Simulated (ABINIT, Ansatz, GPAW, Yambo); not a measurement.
The band gap of AlN, sorted by core time

The structure is cubic, space group F-43m (No. 216). The conventional cell has a = 4.368 Å, b = 4.368 Å, c = 4.368 Å, α = 90.00°, β = 90.00°, γ = 90.00°. Al (site symmetry -43m) is surrounded by 4 N at 1.89 Å. N (site symmetry -43m) is surrounded by 4 Al at 1.89 Å.

Measurements of this composition are mostly on another form, of space group No. 186.

| rung | level | program and potentials | cutoff (eV) | k mesh | task | core time | chip | band gap (eV) | notes |
| --- | --- | --- | --- | --- | --- | --- | --- | --- | --- |
| Hartree-Fock | Hartree-Fock on PBE | Yambo, SPMS 1.0 PBE | 952 | 4 × 4 × 4 | Hartree-Fock levels | 0.34 s | Arm Neoverse V1 | 11.54 | coarse mesh |
| LDA | LDA | ABINIT, JTH PAW LDA v2.0 | 680 | 6 × 6 × 6 | single point | 4.4 s | Arm Neoverse V1 | 3.23 | - |
| GGA | PBE | ABINIT, JTH PAW PBE v2.0 | 680 | 4 × 4 × 4 | single point | 4.7 s | Arm Neoverse V1 | 3.28 | coarse mesh |
| GGA | BLYP | Ansatz, all-electron LAPW, scalar-relativistic | - | 10 × 10 × 10 | single point | 8.7 s | Arm Neoverse V1 | 3.68 | - |
| GGA | PBE | ABINIT, JTH PAW PBE v2.0 | 680 | 8 × 8 × 8 | single point | 8.8 s | Arm Neoverse V1 | 3.30 | - |
| LDA | LDA | Ansatz, all-electron LAPW, scalar-relativistic | - | 10 × 10 × 10 | band structure | 11 s | Arm Neoverse V1 | 3.24 | - |
| GGA | PBEsol | ABINIT, JTH PAW PBE v2.0 | 680 | 10 × 10 × 10 | band structure | 25 s | Arm Neoverse V2 | 3.16 | potentials made for PBE |
| GGA | AM05 | ABINIT, PseudoDojo NC SR PBEsol v0.4.1 standard | 1143 | 10 × 10 × 10 | band structure | 41 s | Arm Neoverse V2 | 3.18 | potentials made for PBEsol |
| model potential | TB-mBJ | GPAW, GPAW PAW data sets for LDA (gpaw-data 1.2.1) | 800 | 10 × 10 × 10 | single point | 42 s | Arm Neoverse V2 | 4.97 | potentials made for LDA |
| GGA | PBEsol | ABINIT, PseudoDojo NC SR PBEsol v0.4 stringent | 1143 | 10 × 10 × 10 | band structure | 46 s | Arm Neoverse V2 | 3.19 | - |
| GGA | HCTH407 | ABINIT, PseudoDojo NC SR PBE v0.4.1 standard | 1143 | 10 × 10 × 10 | band structure | 64 s | Arm Neoverse V1 | 3.79 | potentials made for PBE |

Times are single runs on shared hosts and different chips, so they are rough; meshes, cutoffs and the tasks' sizes weigh on the time. All rows: no spin polarisation. Gaps are the least found on the k mesh or the band path, and a mesh can miss the band edges. Meshes differ between rows, which moves values too. All levels ran on this one cell, unrelaxed unless noted. Meshes are those of the run's cell of 2 atoms unless a note names another. Runs on faulty files, with rough fits or with known faults for this quantity aren't shown. No row holds spin-orbit coupling.

By rung: LDA 3.23 to 3.24; GGA 3.16 to 3.79; model potential 4.97; GGA on coarse meshes 3.28; Hartree-Fock on coarse meshes 11.54 (eV).
